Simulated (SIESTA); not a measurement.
Write the native input for SIESTA 5.4.2 that does the following.

- Task: relaxation of cell and atoms
- Functional: PBE
- Potentials or basis: PseudoDojo 0.4 standard (PBE files)
- Basis: DZP (energy shift 0.002 Ry)
- Grid cutoff: 800 Ry
- Energy shift: 0.002 Ry
- k mesh: 8 × 8 × 8
- Occupations: fermi-dirac, width 0.05 eV
- Spin: no spin polarisation
- optimiser: Broyden
- force tolerance: 0.01 eV/Å

The system is ZnSe (Stilleite).

```
CELL_PARAMETERS angstrom
0.00000 2.83380 2.83380
2.83380 0.00000 2.83380
2.83380 2.83380 0.00000
ATOMIC_POSITIONS crystal
Se 0.75000 0.75000 0.75000
Zn 0.00000 0.00000 0.00000
```

One way to write it, as run:

ZnSe.fdf

```
SystemName                      Stilleite
SystemLabel                     ZnSe
NumberOfSpecies                 2
NumberOfAtoms                   2
%block ChemicalSpeciesLabel
  1  34 Se
  2  30 Zn
%endblock ChemicalSpeciesLabel

LatticeConstant                 1.0 Ang
%block LatticeVectors
     0.0000000000     2.8338000000     2.8338000000
     2.8338000000     0.0000000000     2.8338000000
     2.8338000000     2.8338000000     0.0000000000
%endblock LatticeVectors
AtomicCoordinatesFormat         Fractional
%block AtomicCoordinatesAndAtomicSpecies
     0.7500000000     0.7500000000     0.7500000000  1  Se
     0.0000000000     0.0000000000     0.0000000000  2  Zn
%endblock AtomicCoordinatesAndAtomicSpecies

%block kgrid.MonkhorstPack
    8   0   0  0.0
    0   8   0  0.0
    0   0   8  0.0
%endblock kgrid.MonkhorstPack
XC.Functional                   GGA
XC.Authors                      PBE
PAO.BasisSize                   DZP
PAO.EnergyShift                 0.002 Ry
Mesh.Cutoff                     800 Ry
OccupationFunction              FD
ElectronicTemperature           0.05 eV
MaxSCFIterations                120
SCF.MustConverge                false
SCF.Mixer.Method                Pulay
SCF.Mixer.Weight                0.25
SCF.Mixer.History               8
SCF.DM.Tolerance                5.0e-05
SCF.H.Tolerance                 1.0e-03 eV
WriteForces                     true
Charge.Mulliken                 end
MD.TypeOfRun                    Broyden
MD.Steps                        40
MD.MaxForceTol                  0.01 eV/Ang
MD.MaxDispl                     0.1 Ang
WriteCoorStep                   true
AtomCoorFormatOut               Fractional
MD.VariableCell                 true
MD.MaxStressTol                 0.1 GPa
```

Potentials or basis: PseudoDojo 0.4 standard (PBE files), DZP (energy shift 0.002 Ry).

Run with:

```sh
$ siesta ZnSe.fdf > ZnSe.out 2>&1
```

It gave:

```
Relaxed volume                         : 23.95 Å³/atom
Relaxed cell                           : a = 4.077 Å, b = 4.077 Å, c = 4.077 Å, α = 60.00°, β = 60.00°, γ = 60.00°
Space group after relaxing (to 0.05 Å) : F-43m (No. 216)
Energy gained by relaxing              : 13.0 meV/atom
Ionic steps                            : 4
Pressure after relaxing                : 0.0 GPa
Band gap on the k mesh                 : 1.57 eV, direct
```

Caveat: semicore shells carry a single zeta, which can move pressures by several GPa and volumes by a few percent; the valence orbitals were made in a potential fitted to the semicore shell under them, which widens gaps by tenths of an eV or more; the basis of atomic orbitals isn't converged, which shifts pressures, moduli and gaps.

Run time: 71 s on 1 thread of Arm Neoverse V1, on a shared host, peak memory 0.28 GiB.
